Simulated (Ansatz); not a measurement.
Runs of Ansatz 0.2.0 on TePt. Symmetry: P-6m2, No. 187, hexagonal system. Conventional cell: a = 3.955 Å, b = 3.955 Å, c = 3.860 Å, α = 90.00°, β = 90.00°, γ = 120.00°. Pt (site symmetry -6m2) has 6 Te at 2.99 Å as nearest neighbours. Te (site symmetry -6m2) is surrounded by 6 Pt at 2.99 Å. Measurements of this composition are mostly on another form, of space group No. 166.

```tsv
task	level	spin	cell	k mesh	gap on the mesh (eV)	pressure (GPa)	relaxed volume (Å³/atom)
relaxation of cell and atoms	HF	off	relaxed	4 × 4 × 4	none	0.0	23.63
single point	PBEsol0	off	as given	4 × 4 × 4	none	(b)	-
relaxation of cell and atoms	PBEsol0	off	relaxed	4 × 4 × 4	none	0.0	21.27
single point	PBE0	SOC, no magnetisation	as given	4 × 4 × 3	none	(a)	-
single point	HF	off	as given	4 × 4 × 4	none	-8.6	-
```

Alike in all rows: potentials or basis Ansatz PAW; cutoff (eV) 420; smearing fermi-dirac 0.05 eV; the mesh is coarse, so values aren't converged.

Fill in the values left out.

(a) -14.3; (b) -17.6.

Caveats: all runs use coarse meshes; the PAW data sets come from PBE, with cores solved anew for the run's functional, which leaves a small shift of forces and pressure; the thresholds are loose for stress (some runs); the plane-wave basis is chosen anew once the cell has moved, so the energies of steps on either side of that aren't comparable (some runs); so large a pressure means that the cell lies far from this level's equilibrium, or that cutoff or potentials fall short (some runs); the volume moved by over 15 % at a fixed basis, so the end points are rough (some runs).

A k mesh can miss the band edges, and rows without SOC leave out spin-orbit coupling on Pt, Te.

A gap of «none» marks a metal or a gap under the smearing width.
